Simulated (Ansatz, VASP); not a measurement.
# Zr: VASP beside Ansatz

```
CELL_PARAMETERS angstrom
3.14255 0.00000 0.00000
-1.57127 2.72152 0.00000
0.00000 0.00000 5.09644
ATOMIC_POSITIONS crystal
Zr 0.33333 0.66667 0.25000
Zr 0.66667 0.33333 0.75000
```

Alike in both runs: functional LDA; k mesh 14 × 14 × 8; occupations fermi-dirac, width 0.1 eV; no spin polarisation.

Ansatz relaxed the structure, and its values are those at the end. VASP's run is a single point on that final structure, the one shown.

|  | VASP | Ansatz |
| --- | --- | --- |
| version | VASP 6.6.1 | Ansatz 0.2.0 |
| potentials or method | VASP PAW LDA potentials, release 64 (Zr_sv) | PAW with Ansatz's default frozen-core files, scalar-relativistic |
| plane-wave cutoff (eV) | 520 | 420 |
| valence electrons in the cell | 24 | 24 |

VASP gave:

- pressure (GPa): 0.1

Task: Which values does Ansatz return?

Result: Pressure (GPa): 0.0.
